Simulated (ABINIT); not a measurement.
Runs of ABINIT 10.8.3 (patched build) on PtSe2 (Sudovikovite). The structure is trigonal, space group P-3m1 (No. 164). Conventional cell: a = 3.724 Å, b = 3.724 Å, c = 5.062 Å, α = 90.00°, β = 90.00°, γ = 120.00°. Around Pt (site symmetry -3m) lie 6 Se at 2.49 Å. Se (site symmetry 3m) is surrounded by 3 Pt at 2.49 Å. 

```tsv
task	level	potentials or basis	cell	k mesh	cutoff (eV)	cell freedom (optcell)	optimiser (ionmov)	cutoff smearing ecutsm (Ha)	force stop (Ha/bohr)	electron-positron correlation	gap on the mesh (eV)	pressure (GPa)	largest force (eV/Å)
single point	PBE	PseudoDojo NC SR PBE v0.4 stringent	as given	6 × 6 × 4	1415	-	-	-	-	-	none	7.1	0.56
single point	PBE	SG15 NC PBE v1.2	as given	6 × 6 × 4	1061	-	-	-	-	-	none	7.4	0.60
single point	LDA	PseudoDojo NC SR LDA v0.4 stringent	as given	6 × 6 × 4	1306	-	-	-	-	-	none	(a)	0.17
relaxation of cell and atoms	LDA	PseudoDojo NC SR LDA v0.4.1 standard	relaxed	6 × 6 × 4	1170	2	2	0.5	2e-05	-	none	0.0	-
positron lifetime	PBEsol	JTH PAW PBE v2.0	as given	6 × 6 × 4	408	-	-	-	-	Sterne-Kaiser GGA	none	2.9	0.45
optical spectrum	PBE	PseudoDojo NC SR PBE v0.4.1 standard	as given	8 × 8 × 6, shifted	1061	-	-	-	-	-	-	6.7	0.56
optical spectrum	PBE	PseudoDojo NC SR PBE v0.4.1 standard	as given	8 × 8 × 6, shifted	1170	-	-	-	-	-	-	7.2	0.56
optical spectrum	PBEsol	PseudoDojo NC SR PBEsol v0.4.1 standard	as given	8 × 8 × 6, shifted	1061	-	-	-	-	-	-	1.5	(b)
single point	PBE	SPMS NC PBE v1.0	as given	6 × 6 × 4	925	-	-	-	-	-	none	7.3	0.58
optical spectrum	LDA	PseudoDojo NC SR LDA v0.4.1 standard	as given	8 × 8 × 6, shifted	1170	-	-	-	-	-	-	-0.6	0.15
single point	PBEsol	PseudoDojo NC SR PBEsol v0.4.1 standard	as given	6 × 6 × 4	1170	-	-	-	-	-	none	2.0	0.32
single point	PBE	PseudoDojo NC SR PBE v0.4.1 standard	as given	6 × 6 × 4	1170	-	-	-	-	-	none	7.3	0.57
```

Alike in all rows: no spin polarisation; smearing fermi-dirac 0.05 eV.

Task: Estimate the missing entries.

Result: (a) -2.4; (b) 0.30.

Caveats: the intraband (Drude) term is left out (some runs); spectra need much finer meshes, so this one isn't converged (some runs); the PAW basis is incomplete for the positron (some runs); the PAW data sets were made with another functional, which shifts forces and pressure a little (some runs).

A k mesh can miss the band edges, and the runs leave out spin-orbit coupling on Pt, Se.

A gap of «none» marks a metal or a gap under the smearing width.

Not every run made on this cell is shown here.
